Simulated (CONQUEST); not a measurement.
**CdO (Monteponite): single point with PBE**

Crystal: CdO (Monteponite).

```
Cd O
1.0
     3.32269    0.00000    0.00000
     0.00000    3.32269    0.00000
     0.00000    0.00000    4.69900
Cd O
2 2
Direct
  0.49605 0.50700 0.49746
  0.99604 0.00700 0.99746
  0.49746 0.49736 0.99509
  0.99746 0.99736 0.49509
```

The cell isn't the ideal one: atoms moved at random, drawn with an rms of 0.05 Å.

| Item | Value |
| --- | --- |
| Program | CONQUEST 1.3 |
| Task | single point |
| Functional | PBE |
| Potentials or basis | PseudoDojo NC PBE, DZP, grid cutoff 150 Ha |
| k mesh | 8 × 8 × 6 |
| Occupations | fermi-dirac, width 0.05 eV |
| Spin | no spin polarisation |

```
Pressure               : 8.0 GPa
Band gap on the k mesh : none (metal or under the smearing width)
Mulliken charges       : Cd +0.86; O -0.86 e
```

Levels at points of the mesh, in eV from the Fermi level:
| k point | band 22 | band 23 | band 24 | band 25 | band 26 | band 27 | band 28 | band 29 | band 30 | band 31 |
| --- | --- | --- | --- | --- | --- | --- | --- | --- | --- | --- |
| (0.00, 0.00, 0.00) | -2.42 | -2.42 | -1.43 | -1.43 | -1.43 | -0.56 | 3.82 | 8.72 | 11.80 | 14.01 |
| (0.00, 0.00, 0.50) | -3.03 | -1.75 | -1.75 | -1.75 | -1.75 | 3.46 | 3.46 | 11.26 | 11.26 | 13.96 |
| (0.00, 0.50, 0.00) | -3.50 | -2.24 | -2.24 | -0.26 | -0.26 | 5.13 | 5.13 | 8.82 | 8.82 | 9.85 |
| (0.00, 0.50, 0.50) | -4.00 | -0.16 | -0.15 | -0.15 | -0.15 | 4.53 | 4.53 | 7.22 | 7.22 | 12.99 |
| (0.50, 0.00, 0.00) | -3.50 | -2.24 | -2.24 | -0.27 | -0.27 | 5.13 | 5.13 | 8.82 | 8.82 | 9.85 |
| (0.50, 0.00, 0.50) | -4.01 | -0.16 | -0.16 | -0.15 | -0.15 | 4.53 | 4.53 | 7.22 | 7.22 | 12.99 |
| (0.50, 0.50, 0.00) | -4.47 | -2.42 | -2.42 | -2.42 | -2.42 | 3.82 | 3.82 | 8.72 | 8.73 | 11.81 |
| (0.50, 0.50, 0.50) | -3.14 | -3.14 | -3.14 | -2.02 | -2.02 | 5.94 | 5.94 | 9.17 | 9.17 | 9.18 |

Wall time 61 s on 1 thread of Intel(R) Xeon(R) 6975P-C (Granite Rapids), with other jobs on the host, peak memory 0.63 GiB.

Caveat: Mulliken charges move with the basis; the box holds several primitive cells, so bands are folded and the points are those of the box's own zone; the real-space grid is too coarse here: the forces don't sum to zero and aren't listed, and the energy moves when atoms move against the grid; the basis of atomic orbitals isn't converged, which shifts pressures, moduli and gaps.
